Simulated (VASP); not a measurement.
# Ge (I4_1/amd) in VASP: further runs, part 2 of 3

VASP 6.6.1. The steps go on from the part before.

**3. Relaxation of cell and atoms, LDA, target pressure 9.8 GPa, at which the enthalpy is minimised**

This run uses another cell than the first one, of 16.33 Å³/atom, 0.882 times its volume.

Input file INCAR:

```
SYSTEM = Ge
  PREC = Accurate
  ENCUT = 600
  EDIFF = 1E-7
  ISMEAR = 0
  SIGMA = 0.03
  LREAL = .FALSE.
  LASPH = .TRUE.
  NELM = 80
  ALGO = Normal
  ISIF = 3
  LWAVE = .FALSE.
  LCHARG = .FALSE.
  IBRION = 2
  NSW = 90
  EDIFFG = -0.005
  PSTRESS = 98.0
```

Input file KPOINTS:

```
regular mesh
0
G
  14 14 14
  0 0 0
```

Input file POSCAR:

```
Ge                                      
1.0
   -2.4480503744      2.4480503744      1.3624474589
    2.4480503744     -2.4480503744      1.3624474589
    2.4480503744      2.4480503744     -1.3624474589
  Ge            
     2
Direct
     0.2500000000000000    0.7500000000000000    0.5000000000000000
     0.5000000000000000    0.5000000000000000    0.0000000000000000
```

Potentials or basis: VASP PAW LDA potentials, release 64 (Ge_d).

Command:

```sh
> cat potpaw_LDA.64/Ge_d/POTCAR > POTCAR
> mpirun -np 1 vasp_std > vasp.out
```

OUTCAR:

```text
SYSTEM = Ge
   PREC = Accurate
   ENCUT = 600
   EDIFF = 1E-7
   ISMEAR = 0
   LREAL = .FALSE.
   LASPH = .TRUE.
   NELM = 80
   ISIF = 3
   IBRION = 2
   NSW = 90
   EDIFFG = -0.005
   PSTRESS = 98.0

 ion  position               nearest neighbor table
   1  0.250  0.750  0.500-   2 2.54   2 2.54   2 2.54   2 2.54
   2  0.500  0.500  0.000-   1 2.54   1 2.54   1 2.54   1 2.54

  LATTYP: Found a body centered tetragonal cell.
 ALAT       =     4.8961007488
 C/A-ratio  =     0.5565438821

  Lattice vectors:

 A1 = (  -2.4480503744,   2.4480503744,   1.3624474589)
 A2 = (   2.4480503744,  -2.4480503744,   1.3624474589)
 A3 = (   2.4480503744,   2.4480503744,  -1.3624474589)

Analysis of symmetry for initial positions (statically):
=====================================================================
 Subroutine PRICEL returns:
 Original cell was already a primitive cell.

 Routine SETGRP: Setting up the symmetry group for a
 body centered tetragonal supercell.

 Subroutine GETGRP returns: Found 16 space group operations
 (whereof  8 operations were pure point group operations)
 out of a pool of 16 trial point group operations.

The static configuration has the point symmetry D_2d.
 The point group associated with its full space group is D_4h.

Analysis of symmetry for dynamics (positions and initial velocities):
=====================================================================
 Subroutine PRICEL returns:
 Original cell was already a primitive cell.

 Routine SETGRP: Setting up the symmetry group for a
 body centered tetragonal supercell.

 Subroutine GETGRP returns: Found 16 space group operations
 (whereof  8 operations were pure point group operations)
 out of a pool of 16 trial point group operations.

The dynamic configuration has the point symmetry D_2d.
 The point group associated with its full space group is D_4h.

[... 119 lines left out ...]
  volume/ion in A,a.u.               =      16.33       110.20
  Fermi-wavevector in a.u.,A,eV,Ry     =   1.555204  2.938909 32.907859  2.418659
  Thomas-Fermi vector in A             =   2.659179
   LORBIT       =      0    0 simple, 1 ext, 2 COOP (PROOUT), +10 PAW based schemes
   GGA     = CA    functional components
   LHFCALC =     F    Hartree Fock is set to
   AEXX    =    0.0000 exact exchange contribution
   IVDW    =     0    specifies the selected vdW correction
   LEPSILON=     F    determine dielectric tensor
   LRPA    =     F    only Hartree local field effects (RPA)
 conjugate gradient relaxation of ions
 non-spin polarized calculation
 Gauss-broadening in eV      SIGMA  =   0.03
  energy-cutoff  :      600.00
  volume of cell :       32.66
 maximum number of plane-waves:      1125
 NGX is ok and might be reduce to    30
   NGX = 15   NGY = 15   NGZ = 15

--------------------------------------- Ionic step        1  -------------------------------------------

 number of electron      28.0000018 magnetization

 Free energy of the ion-electron system (eV)
  ---------------------------------------------------
  ext. energy  EPLUGINS =         0.00000000
  ---------------------------------------------------
  free energy    TOTEN  =        -9.93554868 eV

  energy without entropy =       -9.93515723  energy(sigma->0) =       -9.93535295

------------------------ aborting loop because EDIFF is reached ----------------------------------------

  FORCE on cell =-STRESS in cart. coord.  units (eV):
  Direction    XX          YY          ZZ          XY          YZ          ZX
  --------------------------------------------------------------------------------------
  -------------------------------------------------------------------------------------
  Total        1.9866871      1.9866871      1.9820616      0.0000000      0.0000000      0.0000000
  in kB       97.4584702     97.4584702     97.2315649      0.0000000      0.0000000      0.0000000
  external PRESSURE =      -0.6171649 kB  Pullay stress =      98.0000000 kB
[... 63 lines left out ...]
--------------------------------------- Ionic step        3  -------------------------------------------

 number of electron      28.0000018 magnetization

 Free energy of the ion-electron system (eV)
  ---------------------------------------------------
  ext. energy  EPLUGINS =         0.00000000
  ---------------------------------------------------
  free energy    TOTEN  =        -9.93508952 eV

  energy without entropy =       -9.93469816  energy(sigma->0) =       -9.93489384

 E-fermi :   8.0080     XC(G=0): -12.2663

 val. band max:        8.0070300771   @ k =  -0.2857   0.5000   0.1429
 cond. band min:       8.0146667640   @ k =   0.4286   0.3571   0.0714
 fundamental gap:      0.0076366868
 Fermi energy:         8.0080437374

 k-point     1 :       0.0000    0.0000    0.0000
  band No.  band energies     occupation
      1     -16.9988      2.00000
      2     -16.9038      2.00000
      3     -16.8972      2.00000
      4     -16.8624      2.00000
      5     -16.7326      2.00000
      6     -16.7326      2.00000
[... 481 lines left out ...]
      5     -16.7819      2.00000
      6     -16.7775      2.00000
[... 10 lines left out ...]
     17      11.3952      0.00000
     18      13.3887      0.00000

 [... further k-points ...]
[... 5 lines left out ...]
  --------------------------------------------------------------------------------------
  -------------------------------------------------------------------------------------
  Total        1.9966869      1.9966869      1.9907789      0.0000000      0.0000000      0.0000000
  in kB       97.9715122     97.9715122     97.6816280      0.0000000      0.0000000      0.0000000
  external PRESSURE =      -0.1251159 kB  Pullay stress =      98.0000000 kB
[... 21 lines left out ...]
  energy  without entropy=       -9.9346981601  energy(sigma->0) =       -9.93489384

  enthalpy is  TOTEN    =        -7.9378220621 eV   P V=        1.9972674600

 reached required accuracy - stopping structural energy minimisation
```

CONTCAR:

```text
Ge
   1.00000000000000
    -2.4478859716623909    2.4478859716623909    1.3623176234463048
     2.4478859716623909   -2.4478859716623909    1.3623176234463048
     2.4478859716623909    2.4478859716623909   -1.3623176234463048
  Ge
     2
Direct
     0.2500000000000000    0.7500000000000000    0.5000000000000000
     0.5000000000000000    0.5000000000000000    0.0000000000000000

  0.00000000E+00  0.00000000E+00  0.00000000E+00
  0.00000000E+00  0.00000000E+00  0.00000000E+00
```

Run time: 4.4 min. Hardware: 1 thread of Intel Xeon 6975P-C (Granite Rapids), shared host; peak memory 0.26 GiB.

Results:

- Free energy: -9.9351 eV
- Relaxed volume: 16.33 Å³/atom
- Relaxed cell: a = 3.720 Å, b = 3.720 Å, c = 3.720 Å, α = 97.71°, β = 97.71°, γ = 137.04°
- Space group after relaxing (to 0.05 Å): I4_1/amd (No. 141)
- Energy change on relaxing (the enthalpy is what falls): +0.2 meV/atom
- Ionic steps: 3
- Pressure after relaxing: 9.8 GPa
- Band gap on the k mesh: none (metal or under the smearing width)

The path:
| step | energy change (eV) | largest force (eV/Å) | pressure (GPa) | volume (Å³) |
| --- | --- | --- | --- | --- |
| 1 | 0.0000 | 0.0000 | 9.74 | 32.66 |
| 2 | 0.0018 | 0.0000 | 9.96 | 32.63 |
| 3 | 0.0005 | 0.0000 | 9.79 | 32.65 |

Final structure:
```cif
data_structure
_symmetry_space_group_name_H-M 'P 1'
_symmetry_Int_Tables_number 1
_cell_length_a 3.7202
_cell_length_b 3.7202
_cell_length_c 3.7202
_cell_angle_alpha 97.706
_cell_angle_beta 97.706
_cell_angle_gamma 137.038
_cell_volume 32.65
loop_
_atom_site_label
_atom_site_type_symbol
_atom_site_fract_x
_atom_site_fract_y
_atom_site_fract_z
_atom_site_occupancy
Ge1 Ge 0.25000 0.75000 0.50000 1
Ge2 Ge 0.50000 0.50000 0.00000 1
```

Levels at points of the mesh, in eV from the Fermi level:
| k point | band 10 | band 11 | band 12 | band 13 | band 14 | band 15 | band 16 | band 17 | band 18 |
| --- | --- | --- | --- | --- | --- | --- | --- | --- | --- |
| (0.00, 0.00, 0.00) | -24.54 | -14.46 | -3.37 | -2.58 | -2.58 | 3.20 | 8.64 | 8.65 | 8.83 |
| (0.50, 0.00, 0.00) | -24.61 | -8.62 | -7.09 | -2.47 | -2.23 | -1.75 | 2.30 | 4.02 | 6.26 |
| (0.50, 0.50, 0.00) | -24.66 | -11.36 | -11.36 | 0.74 | 0.74 | 2.49 | 2.49 | 7.75 | 7.75 |
| (0.50, 0.50, 0.50) | -24.72 | -9.18 | -9.18 | -6.72 | -6.72 | 6.09 | 6.09 | 12.82 | 12.82 |

Caveat: the cell is relaxed towards a set pressure, so the enthalpy falls and the energy may rise.

**4. Relaxation of cell and atoms, PBEsol, target pressure 13.3 GPa, at which the enthalpy is minimised**

Input file INCAR:

```
  ALGO = Normal
  EDIFF = 1E-6
  EDIFFG = -0.01
  ENCUT = 600
  GGA = PS
  IBRION = 2
  ISIF = 3
  ISMEAR = 0
  LASPH = True
  LCHARG = False
  LREAL = False
  LWAVE = False
  NELM = 80
  NSW = 90
  PREC = Accurate
  PSTRESS = 133.0
  SIGMA = 0.03
```

Input file KPOINTS:

```
k-points
0
Gamma
  14 14 14
```

Input file POSCAR:

```
Ge
1.0
   -2.5744897190      2.5744897190      1.3974126432
    2.5744897190     -2.5744897190      1.3974126432
    2.5744897190      2.5744897190     -1.3974126432
Ge
2
Direct
    0.2500000000      0.7500000000      0.5000000000
    0.5000000000      0.5000000000      0.0000000000
```

Potentials or basis: VASP PAW PBE potentials, release 64 (Ge_d).

Command:

```sh
> cat potpaw_PBE.64/Ge_d/POTCAR > POTCAR
> mpirun -np 1 vasp_std > vasp.out
```

Run time: 13 min. Hardware: 1 thread of Intel Xeon Platinum 8375C at 2.90GHz (Ice Lake), shared host; peak memory 0.32 GiB.

It converged, with:

```
Free energy                                            : -9.3737 eV
Relaxed volume                                         : 16.18 Å³/atom
Relaxed cell                                           : a = 3.710 Å, b = 3.710 Å, c = 3.710 Å, α = 97.69°, β = 97.69°, γ = 137.09°
Space group after relaxing (to 0.05 Å)                 : I4_1/amd (No. 141)
Energy change on relaxing (the enthalpy is what falls) : +78.2 meV/atom
Ionic steps                                            : 9
Pressure after relaxing                                : 13.4 GPa
Band gap on the k mesh                                 : none (metal or under the smearing width)
```

Step by step:
```csv
step,energy change (eV),largest force (eV/Å),pressure (GPa),volume (Å³)
1,0.0000,0.0000,-0.85,37.05
2,0.6263,0.0000,32.55,28.95
3,0.1523,0.0000,13.28,32.43
4,0.1596,0.0000,13.48,32.35
5,0.1577,0.0000,13.37,32.35
6,0.1574,0.0000,13.37,32.36
7,0.1564,0.0000,13.37,32.35
8,0.1563,0.0000,13.42,32.36
9,0.1564,0.0000,13.38,32.36
```

Final structure:
```xyz
2
Lattice="-2.4416 2.4416 1.3569 2.4416 -2.4416 1.3569 2.4416 2.4416 -1.3569" Properties=species:S:1:pos:R:3 pbc="T T T"
Ge    2.4416    0.0000    0.6784
Ge    0.0000    0.0000    1.3569
```

Levels at points of the mesh, in eV from the Fermi level:
```
           k point  band 12  band 13  band 14  band 15  band 16  band 17
(0.00, 0.00, 0.00)    -3.26    -2.63    -2.63     3.04     8.78     8.78
(0.50, 0.00, 0.00)    -7.16    -2.40    -2.27    -1.78     2.20     4.09
(0.50, 0.50, 0.00)   -11.44     0.72     0.72     2.51     2.51     7.88
(0.50, 0.50, 0.50)    -9.19    -6.85    -6.85     6.17     6.17    13.08
```

Caveat: the cell is relaxed towards a set pressure, so the enthalpy falls and the energy may rise; the PAW data sets were made with another functional, which shifts forces and pressure a little.

**5. Relaxation of cell and atoms, PBEsol, target pressure 13.3 GPa, at which the enthalpy is minimised**

This run uses another cell than the first one, of 16.18 Å³/atom, 0.873 times its volume.

Edit INCAR of step 4 so:

```diff
@@ -1,4 +1,4 @@
   ALGO = Normal
-  EDIFF = 1E-6
-  EDIFFG = -0.01
+  EDIFF = 1E-7
+  EDIFFG = -0.005
   ENCUT = 600
```

KPOINTS is that of step 4.

Input file POSCAR:

```
Ge                                      
1.0
   -2.4415822318      2.4415822318      1.3568925119
    2.4415822318     -2.4415822318      1.3568925119
    2.4415822318      2.4415822318     -1.3568925119
  Ge            
     2
Direct
     0.2500000000000000    0.7500000000000000    0.5000000000000000
     0.5000000000000000    0.5000000000000000    0.0000000000000000
```

Potentials or basis: VASP PAW PBE potentials, release 64 (Ge_d).

Command:

```sh
> cat potpaw_PBE.64/Ge_d/POTCAR > POTCAR
> mpirun -np 1 vasp_std > vasp.out
```

OUTCAR:

```text
EDIFF = 1E-7
   EDIFFG = -0.005
   ENCUT = 600
   GGA = PS
   IBRION = 2
   ISIF = 3
   ISMEAR = 0
   LASPH = True
   LREAL = False
   NELM = 80
   NSW = 90
   PREC = Accurate
   PSTRESS = 133.0

 ion  position               nearest neighbor table
   1  0.250  0.750  0.500-   2 2.53   2 2.53   2 2.53   2 2.53
   2  0.500  0.500  0.000-   1 2.53   1 2.53   1 2.53   1 2.53

  LATTYP: Found a body centered tetragonal cell.
 ALAT       =     4.8831644636
 C/A-ratio  =     0.5557431137
[... 682 lines left out ...]
      5     -16.3769      2.00000
      6     -16.3727      2.00000
[... 10 lines left out ...]
     17      11.5762      0.00000
     18      13.6365      0.00000

 [... further k-points ...]
[... 5 lines left out ...]
  --------------------------------------------------------------------------------------
  -------------------------------------------------------------------------------------
  Total        2.6936063      2.6936063      2.6908492      0.0000000     -0.0000000      0.0000000
  in kB      133.3817960    133.3817960    133.2452667      0.0000000     -0.0000000      0.0000000
  external PRESSURE =       0.3362862 kB  Pullay stress =     133.0000000 kB

 VOLUME and BASIS-vectors are now :
 -----------------------------------------------------------------------------
  energy-cutoff  :      600.00
  volume of cell :       32.36
      direct lattice vectors                 reciprocal lattice vectors
    -2.441582232  2.441582232  1.356892512     0.000000000  0.204785239  0.368489026
     2.441582232 -2.441582232  1.356892512     0.204785239  0.000000000  0.368489026
     2.441582232  2.441582232 -1.356892512     0.204785239  0.204785239  0.000000000

 POSITION                                       TOTAL-FORCE (eV/Angst)
 -----------------------------------------------------------------------------------
      2.44158      0.00000      0.67845         0.000000     -0.000000     -0.000000
      0.00000      0.00000      1.35689        -0.000000      0.000000      0.000000
 -----------------------------------------------------------------------------------
    total drift:                                0.000000     -0.000000      0.000000

  FREE ENERGIE OF THE ION-ELECTRON SYSTEM (eV)
  ---------------------------------------------------
  free  energy   TOTEN  =        -9.3722981288 eV

  energy  without entropy=       -9.3719589479  energy(sigma->0) =       -9.37212854

  enthalpy is  TOTEN    =        -6.6864020371 eV   P V=        2.6858960916

 reached required accuracy - stopping structural energy minimisation
```

It took 2.6 min on 1 thread of Intel Xeon Platinum 8375C at 2.90GHz (Ice Lake), shared host; peak memory 0.28 GiB.

Results:

| Item | Value |
| --- | --- |
| Free energy | -9.3723 eV |
| Pressure after relaxing | 13.3 GPa |
| Band gap on the k mesh | none (metal or under the smearing width) |

Final structure:
```yaml
crystal:
  lattice:
    - [-2.44158, 2.44158, 1.35689]
    - [2.44158, -2.44158, 1.35689]
    - [2.44158, 2.44158, -1.35689]
  atoms:
    - { symbol: Ge, position: [0.25000, 0.75000, 0.50000] }
    - { symbol: Ge, position: [0.50000, 0.50000, 0.00000] }
```

Levels at points of the mesh, in eV from the Fermi level:
| k point | band 10 | band 11 | band 12 | band 13 | band 14 | band 15 | band 16 | band 17 | band 18 |
| --- | --- | --- | --- | --- | --- | --- | --- | --- | --- |
| (0.00, 0.00, 0.00) | -24.38 | -14.56 | -3.26 | -2.63 | -2.63 | 3.04 | 8.78 | 8.79 | 8.98 |
| (0.50, 0.00, 0.00) | -24.45 | -8.61 | -7.16 | -2.40 | -2.27 | -1.78 | 2.20 | 4.09 | 6.33 |
| (0.50, 0.50, 0.00) | -24.50 | -11.44 | -11.44 | 0.72 | 0.72 | 2.51 | 2.51 | 7.88 | 7.88 |
| (0.50, 0.50, 0.50) | -24.57 | -9.19 | -9.19 | -6.85 | -6.85 | 6.17 | 6.17 | 13.08 | 13.08 |

Caveat: the relaxation stopped at its first step, so nothing moved; the cell is relaxed towards a set pressure, so the enthalpy falls and the energy may rise; the PAW data sets were made with another functional, which shifts forces and pressure a little.

(Part 2 of 3 ends here.)
